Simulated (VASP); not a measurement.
A run of VASP 6.6.1 is set up as follows.

Contents of INCAR:

```
SYSTEM = Cu2O
ALGO     = Normal         ! electronic algorithm
EDIFF    = 1E-6           ! SCF threshold, eV
ENCUT    = 520            ! plane-wave cutoff, eV
GGA      = PS             ! functional
ISIF     = 2              ! what is computed and relaxed
ISMEAR   = 0              ! smearing method
KPAR     = 2            
LASPH    = .TRUE.         ! aspherical terms in the spheres
LCHARG   = .FALSE.        ! write CHGCAR
LMAXMIX  = 4              ! l up to which the mixer works
LREAL    = .FALSE.        ! projectors in reciprocal space
LWAVE    = .FALSE.        ! write WAVECAR
NBANDS   = 37             ! bands
NELM     = 80             ! most SCF steps
PREC     = Accurate       ! precision mode
SIGMA    = 0.03           ! smearing width, eV
```

File KPOINTS:

```
k-points
0
G
  4 4 4
  0 0 0
```

File POSCAR:

```
Cu2O                                    
1.0
    4.2311326687      0.0000000000      0.0000000000
    0.0000000000      4.2311326687      0.0000000000
    0.0000000000      0.0000000000      4.2311326687
  Cu              O             
     4     2
Direct
     0.2500000000000000    0.2500000000000000    0.2500000000000000
     0.2500000000000000    0.7500000000000000    0.7500000000000000
     0.7500000000000000    0.7500000000000000    0.2500000000000000
     0.7500000000000000    0.2500000000000000    0.7500000000000000
     0.0000000000000000    0.0000000000000000    0.0000000000000000
     0.5000000000000000    0.5000000000000000    0.5000000000000000
```

File KPOINTS_OPT:

```
explicit points
4
Reciprocal
 0.0000000000  0.0000000000  0.0000000000 1
 0.5000000000  0.5000000000  0.0000000000 1
 0.5000000000  0.5000000000  0.5000000000 1
 0.0000000000  0.5000000000  0.0000000000 1
```

Potentials or basis: VASP PAW PBE potentials, release 64 (Cu, O).

Command:

```sh
$ cat potpaw_PBE.64/Cu/POTCAR potpaw_PBE.64/O/POTCAR > POTCAR
$ mpirun -np 2 vasp_std > vasp.out
```

(1) Predict the pressure.

(2) Predict the band gap along the path.

(3) Predict the band gap on the k mesh.

Results:

(1) 0.2 GPa.

(2) 0.55 eV, direct.

(3) 0.55 eV, direct.

Caveat: the PAW data sets were made with another functional, which shifts forces and pressure a little.

**Experimental background.**

From “Importance of surface oxygen vacancies for ultrafast hot carrier relaxation and transport in Cu2O”, 2021, arxiv:2103.03167, for a bulk crystal of Cu2O: band gap 2.17 eV (direct).

A measured gap of Cu2O is 2.17 eV (direct; quoted in “Importance of surface oxygen vacancies for ultrafast hot carrier relaxation and transport in Cu2O”, 2021, arxiv:2103.03167); the calculated 0.55 eV misses it by -1.62 eV. So large a miss can be the level of theory's own, or it may mean another phase, state or a wrong row. The value is that of PBEsol, without temperature or zero-point motion. Semilocal functionals fall short of measured gaps as a rule.
